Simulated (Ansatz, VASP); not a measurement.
Cu: VASP beside Ansatz

```
CELL_PARAMETERS angstrom
0.00000 1.80750 1.80750
1.80750 0.00000 1.80750
1.80750 1.80750 0.00000
ATOMIC_POSITIONS crystal
Cu 0.00000 0.00000 0.00000
```

Alike in both runs: task relaxation of cell and atoms; functional PBE; k mesh 20 × 20 × 20; occupations gaussian, width 0.1 eV; no spin polarisation.

```csv
,VASP,Ansatz
version,VASP 6.6.1,Ansatz 0.2.0
potentials or method,"VASP PAW PBE potentials, release 64 (Cu)","scalar-relativistic, plane waves, PAW"
plane-wave cutoff (eV),600,420
valence electrons in the cell,11,19
```

|  | VASP | Ansatz | Ansatz less VASP |
| --- | --- | --- | --- |
| gap on the k mesh at the Fermi level, each at its own relaxed structure (eV) | none | none | - |
| relaxed volume (Å³/atom) | 12.01 | 11.96 | -0.051 |
| relaxed cell length with the largest relative difference (Å) | 2.570 | 2.567 | -0.0036 |
| energy change over the relaxation (meV/atom) | -1 | -1 | +0.6 |

A gap of «none» marks a metal or a gap that the smearing closes. The two sets of potentials don't hold the same shells in valence.

PBE usually gives volumes a little too large and moduli too small. Zero-point motion and thermal expansion aren't in these numbers.
